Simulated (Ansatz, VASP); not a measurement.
Sc in VASP and in Ansatz

Contents of INCAR:

```
ALGO     = Fast           # electronic algorithm
EDIFF    = 1E-7           # SCF threshold, eV
ENCUT    = 520            # plane-wave cutoff, eV
GGA      = CA             # functional
ISIF     = 2              # what is computed and relaxed
ISMEAR   = 0              # smearing method
LASPH    = True           # aspherical terms in the spheres
LCHARG   = False          # write CHGCAR
LREAL    = False          # projectors in reciprocal space
LWAVE    = False          # write WAVECAR
NBANDS   = 12             # bands
NELM     = 80             # most SCF steps
PREC     = Accurate       # precision mode
SIGMA    = 0.15           # smearing width, eV
```

The input KPOINTS:

```
k-points
0
Gamma
  20 20 20
```

Contents of POSCAR:

```
Sc
1.0
    0.0000000000      2.4665502751      1.9239092146
    2.4665502751      0.0000000000      1.9239092146
    2.4665502751      2.4665502751      0.0000000000
Sc
1
Direct
    0.0000000000      0.0000000000      0.0000000000
```

Input for Ansatz:

```yaml
crystal:
  lattice:
    - [0.0, 2.4665502751, 1.9239092146]
    - [2.4665502751, 0.0, 1.9239092146]
    - [2.4665502751, 2.4665502751, 0.0]
  atoms:
    - { symbol: Sc, position: [0.0, 0.0, 0.0] }
basis:
  ecutwfc: 420
kpoints:
  mp_grid: { grid: [20, 20, 20] }
hamiltonian:
  xc: lda
scf:
  occupations: { method: gaussian, width: 0.15 }
output:
  forces: true
  stress: true
  eigenvalues: true
```

Alike in both runs: task single point; functional LDA; k mesh 20 × 20 × 20; occupations gaussian, width 0.15 eV; no spin polarisation.

|  | VASP | Ansatz |
| --- | --- | --- |
| version | VASP 6.6.1 | Ansatz 0.2.0 |
| potentials or method | VASP PAW LDA potentials, release 64 (Sc_sv) | scalar-relativistic, plane waves, PAW |
| plane-wave cutoff (eV) | 520 | 420 |
| valence electrons in the cell | 11 | 11 |

```tsv
	VASP	Ansatz	Ansatz less VASP
gap on the k mesh at the Fermi level (eV)	none	none	-
pressure (GPa)	-2.0	-2.0	-0.07
largest component of the traceless stress (GPa)	1.92	1.89	-0.025
```

A gap of «none» marks a metal or a gap that the smearing closes.
